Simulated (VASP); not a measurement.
**NaF: single point with PBEsol**

The system is NaF.

```
CELL_PARAMETERS angstrom
0.00000 2.32330 2.32330
2.32330 0.00000 2.32330
2.32330 2.32330 0.00000
ATOMIC_POSITIONS crystal
Na 0.00000 0.00000 0.00000
F 0.45158 0.54842 0.45158
```

Measurements of this composition are mostly on another form, of space group No. 225.

The cell isn't the ideal one: atom 2 (F) moved by (-0.225, +0.000) A along y and z.

```yaml
Program: VASP 6.6.1
Task: single point
Functional: PBEsol
Potentials_or_basis: VASP PAW PBE potentials, release 64 (Na_pv, F)
Cutoff: 520 eV
k_mesh: 8 × 8 × 8
Occupations: gaussian, width 0.05 eV
Spin: no spin polarisation
```

| Item | Value |
| --- | --- |
| Pressure | 1.0 GPa |
| Largest force | 0.657 eV/Å |
| Band gap on the k mesh | 6.12 eV, direct |

Forces in eV/Å, atoms in the order of the input:
```
Na   0.000 -0.657  0.000
F    0.000  0.657  0.000
```

Stress tensor (GPa, compression positive):
```
-0.98  0.00  0.00
 0.00  4.97  0.00
 0.00  0.00 -0.98
```

Levels at points of the mesh, in eV from the valence-band top:
```csv
k point,band 4,band 5,band 6,band 7,band 8,band 9,band 10,band 11
"(0.00, 0.00, 0.00)",-18.62,0.00,0.00,0.00,6.12,18.86,18.94,18.94
"(0.50, 0.00, 0.00)",-17.96,-1.58,-0.24,-0.23,10.58,12.24,19.80,19.82
"(0.50, 0.50, 0.00)",-18.47,-1.27,-0.42,-0.38,12.94,13.21,13.28,19.45
"(0.50, 0.00, 0.50)",-18.42,-1.24,-0.39,-0.39,12.56,13.09,13.67,19.57
```

Wall time 8.8 s on 1 thread of Intel(R) Xeon(R) Platinum 8559C (Emerald Rapids) (shared host), peak memory 0.14 GiB.

Caveat: the PAW data sets were made with another functional, which shifts forces and pressure a little.
